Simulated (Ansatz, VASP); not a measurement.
**Two plane-wave programs on InP**

```
In P
1.0
     0.00000    2.90980    2.90980
     2.90980    0.00000    2.90980
     2.90980    2.90980    0.00000
In P
1 1
Direct
  0.00000 0.00000 0.00000
  0.25000 0.25000 0.25000
```

Change from the starting cell: strained cell.

Alike in both runs: functional PBEsol; k mesh 10 × 10 × 10; occupations gaussian, width 0.02 eV; no spin polarisation.

Ansatz relaxed the structure, and its values are those at the end. VASP's run is a single point on that final structure, the one shown.

|  | VASP | Ansatz |
| --- | --- | --- |
| version | VASP 6.6.1 | Ansatz 0.2.0 |
| potentials or method | VASP PAW PBE potentials, release 64 (In_d, P) | scalar-relativistic, plane waves, PAW |
| plane-wave cutoff (eV) | 520 | 420 |
| valence electrons in the cell | 18 | 18 |

```tsv
	VASP	Ansatz	Ansatz less VASP
gap on the k mesh at the Fermi level (eV)	0.73	0.73	+0.002
least direct gap on the mesh (eV)	0.73	0.73	+0.002
pressure (GPa)	2.1	2.2	+0.02
```

The functional is the same, so the differences come from potentials, cutoffs and numerics. Ansatz warned: «stress_scf_threshold_loose».

Caveats: the PAW data sets were made with another functional, which shifts forces and pressure a little (VASP); spin-orbit coupling is left out, which moves the levels of the heavy elements.
